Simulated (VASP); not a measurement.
Here is a VASP 6.6.1 calculation.

File POSCAR:

```
Bi2Te3
1.0
    2.1930000000      1.2661291403     10.1656666667
   -2.1930000000      1.2661291403     10.1656666667
    0.0000000000     -2.5322582807     10.1656666667
Bi Te
2 3
Direct
    0.6000000000      0.6000000000      0.6000000000
    0.4000000000      0.4000000000      0.4000000000
    0.7905000000      0.7905000000      0.7905000000
    0.2095000000      0.2095000000      0.2095000000
    0.0000000000      0.0000000000      0.0000000000
```

Contents of INCAR.step1:

```
PREC = Accurate ; ENCUT = 520
EDIFF = 1E-5 ; ISMEAR = 0
SIGMA = 0.02 ; LREAL = False
LASPH = True ; NELM = 100
ALGO = Normal ; ISIF = 2
LWAVE = True ; LCHARG = False
GGA = PE ; KPAR = 2
```

The input INCAR.step2:

```
PREC = Accurate ; ENCUT = 520
EDIFF = 1E-7 ; ISMEAR = 0
SIGMA = 0.02 ; LREAL = False
LASPH = True ; NELM = 100
ALGO = Normal ; ISIF = 2
LWAVE = False ; LCHARG = False
METAGGA = MBJ ; ISTART = 1
KPAR = 2
```

Contents of KPOINTS:

```
Automatic mesh
0
Gamma
  8 8 8
```

The input KPOINTS_OPT:

```
path GLB1,BZGX,QFP1Z,LP
10
line-mode
reciprocal
 0.0000000000  0.0000000000  0.0000000000  G
 0.5000000000  0.0000000000  0.0000000000  L

 0.5000000000  0.0000000000  0.0000000000  L
 0.5000000000  0.1770083925 -0.1770083925  B1

 0.8229916075  0.5000000000  0.1770083925  B
 0.5000000000  0.5000000000  0.5000000000  Z

 0.5000000000  0.5000000000  0.5000000000  Z
 0.0000000000  0.0000000000  0.0000000000  G

 0.0000000000  0.0000000000  0.0000000000  G
 0.3385041962  0.0000000000 -0.3385041962  X

 0.6614958038  0.3385041962  0.0000000000  Q
 0.5000000000  0.5000000000  0.0000000000  F

 0.5000000000  0.5000000000  0.0000000000  F
 0.6614958038  0.6614958038  0.1770083925  P1

 0.6614958038  0.6614958038  0.1770083925  P1
 0.5000000000  0.5000000000  0.5000000000  Z

 0.5000000000  0.0000000000  0.0000000000  L
 0.8229916075  0.3385041962  0.3385041962  P
```

Potentials or basis: VASP PAW PBE potentials, release 64 (Bi_d, Te).

Command:

```console
$ cat potpaw_PBE.64/Bi_d/POTCAR potpaw_PBE.64/Te/POTCAR > POTCAR
$ cp INCAR.step1 INCAR
$ mpirun -np 2 vasp_std > vasp.out
$ cp INCAR.step2 INCAR
$ mpirun -np 2 vasp_std > vasp.out
```

Q: Predict the band gap along the path.

A: 0.66 eV, direct.

Q: Estimate the band gap on the k mesh.

A: 0.66 eV, direct.

Levels at the corners of the path, in eV from the valence-band top:
| point | band 22 | band 23 | band 24 | band 25 | band 26 | band 27 |
| --- | --- | --- | --- | --- | --- | --- |
| Γ | -1.02 | -1.02 | 0.00 | 0.66 | 0.71 | 0.71 |
| L | -2.38 | -1.06 | -0.54 | 0.81 | 1.12 | 2.81 |
| L | -2.38 | -1.06 | -0.54 | 0.81 | 1.12 | 2.81 |
| B1 | -1.96 | -1.06 | -0.83 | 1.34 | 1.54 | 2.57 |
| B | -1.96 | -1.06 | -0.83 | 1.34 | 1.54 | 2.57 |
| Z | -1.29 | -1.29 | -0.36 | 1.05 | 1.17 | 1.17 |
| Z | -1.29 | -1.29 | -0.36 | 1.05 | 1.17 | 1.17 |
| Γ | -1.02 | -1.02 | 0.00 | 0.66 | 0.71 | 0.71 |
| Γ | -1.02 | -1.02 | 0.00 | 0.66 | 0.71 | 0.71 |
| X | -1.66 | -1.40 | -0.74 | 1.23 | 2.08 | 2.12 |
| Q | -1.66 | -1.40 | -0.74 | 1.23 | 2.08 | 2.12 |
| F | -1.76 | -1.64 | -1.01 | 1.02 | 1.68 | 2.07 |
| F | -1.76 | -1.64 | -1.01 | 1.02 | 1.68 | 2.07 |
| P1 | -1.47 | -1.34 | -1.21 | 1.31 | 1.47 | 1.71 |
| P1 | -1.47 | -1.34 | -1.21 | 1.31 | 1.47 | 1.71 |
| Z | -1.29 | -1.29 | -0.36 | 1.05 | 1.17 | 1.17 |
| L | -2.38 | -1.06 | -0.54 | 0.81 | 1.12 | 2.81 |
| P | -1.47 | -1.34 | -1.21 | 1.31 | 1.47 | 1.71 |

Caveat: spin-orbit coupling is left out, which as a rule narrows the gap of such compounds by several tenths of an eV.

**What was measured.**

“Vacancy and Antisite-Induced Ferromagnetism in Liquid-Phase Exfoliated Bi2Te3”, 2024, arxiv:2412.10539 quotes, for a bulk crystal of Bi2Te3: band gap 0.17 eV.

Measured gap of Bi2Te3: 0.17 eV (quoted in “Vacancy and Antisite-Induced Ferromagnetism in Liquid-Phase Exfoliated Bi2Te3”, 2024, arxiv:2412.10539). This calculation gives 0.66 eV (+0.49 eV). Spin-orbit coupling on Bi, Te is left out. The value is that of TB-mBJ, without temperature or zero-point motion.
